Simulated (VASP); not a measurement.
Ge, 1 atom in the cell. Symmetry: Im-3m, No. 229, cubic system. The conventional cell has a = 3.383 Å, b = 3.383 Å, c = 3.383 Å, α = 90.00°, β = 90.00°, γ = 90.00°. Ge (site symmetry m-3m) is surrounded by 8 Ge at 2.93 Å. The cell was built by a generator and needn't be a form met in nature.

| Property | Result |
| --- | --- |
| Program | VASP 6.6.1 |
| Task | single point |
| Functional | PBE |
| Potentials or basis | VASP PAW PBE potentials, release 64 (Ge_d) |
| Cutoff | 520 eV |
| k mesh | 14 × 14 × 14 |
| Occupations | fermi-dirac, width 0.136057 eV |
| Spin | no spin polarisation |
| Dipole correction | no |
| Further INCAR settings | ALGO = Normal; EDIFF = 1e-06; NBANDS = 13 |

Potentials or basis: VASP PAW PBE potentials, release 64 (Ge_d).

Launch:

```console
$ cat potpaw_PBE.64/Ge_d/POTCAR > POTCAR
$ mpirun -np 1 vasp_std > vasp.out
```

Hardware: 1 thread of Intel(R) Xeon(R) Platinum 8375C CPU @ 2.90GHz (Ice Lake), on a shared host.

Problem. Estimate the wall time of this run.

Solution. It took 23 s on 1 thread of Intel(R) Xeon(R) Platinum 8375C CPU @ 2.90GHz (Ice Lake) (shared host), peak memory 0.15 GiB. Counts: scf iterations 10, k points 104.
